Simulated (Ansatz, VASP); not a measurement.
SiC in VASP and in Ansatz

INCAR

```
ALGO = Normal ; EDIFF = 1E-7
ENCUT = 520 ; GGA = PE
ISIF = 2 ; ISMEAR = -1
LASPH = T ; LCHARG = T
LELF = T ; LREAL = F
LVHAR = T ; LWAVE = F
NBANDS = 11 ; NELM = 60
PREC = Accurate ; SIGMA = 0.02
```

File KPOINTS:

```
k-points
0
Gamma
  10 10 10
```

The input POSCAR:

```
SiC
1.0
    0.0000000000      2.2651744388      2.2651744388
    2.2651744388      0.0000000000      2.2651744388
    2.2651744388      2.2651744388      0.0000000000
Si C
1 1
Direct
    0.0000000000      0.0000000000      0.0000000000
    0.2500000000      0.2500000000      0.2500000000
```

Input for Ansatz:

```yaml
crystal:
  lattice:
    - [0.0, 2.2651744388, 2.2651744388]
    - [2.2651744388, 0.0, 2.2651744388]
    - [2.2651744388, 2.2651744388, 0.0]
  atoms:
    - { symbol: Si, position: [0.0, 0.0, 0.0] }
    - { symbol: C, position: [0.25, 0.25, 0.25] }
kpoints:
  mp_grid: { grid: [10, 10, 10] }
  band_path:
    path:
      - [0.0, 0.0, 0.0]
      - [-0.5, -0.5, 0.0]
      - [-0.375, -0.375, 0.25]
      - [-0.375, 0.0, 0.375]
      - [0.0, 0.0, 0.5]
      - [-0.5, -0.25, 0.25]
    npoints: 1
hamiltonian:
  xc: pbe
scf:
  occupations: { method: fermi_dirac, width: 0.02 }
  n_extra_bands: 4
output:
  forces: true
  stress: true
  eigenvalues: true
```

Change from the starting cell: hydrostatic strain +4.0%.

Alike in both runs: task single point; functional PBE; k mesh 10 × 10 × 10; occupations fermi-dirac, width 0.02 eV; no spin polarisation.

|  | VASP | Ansatz |
| --- | --- | --- |
| version | VASP 6.6.1 | Ansatz 0.2.0 |
| potentials or method | VASP PAW PBE potentials, release 64 (Si, C) | plane waves, PAW |
| plane-wave cutoff (eV) | 520 | 420 |
| valence electrons in the cell | 8 | 8 |

|  | VASP | Ansatz | Ansatz less VASP |
| --- | --- | --- | --- |
| gap on the k mesh at the Fermi level (eV) | 1.45 | 1.46 | +0.001 |
| pressure (GPa) | -17.6 | -17.6 | +0.01 |

Caveats: so large a pressure means that the cell lies far from this level's equilibrium, or that cutoff or potentials fall short (VASP). A k mesh can miss the band edges.
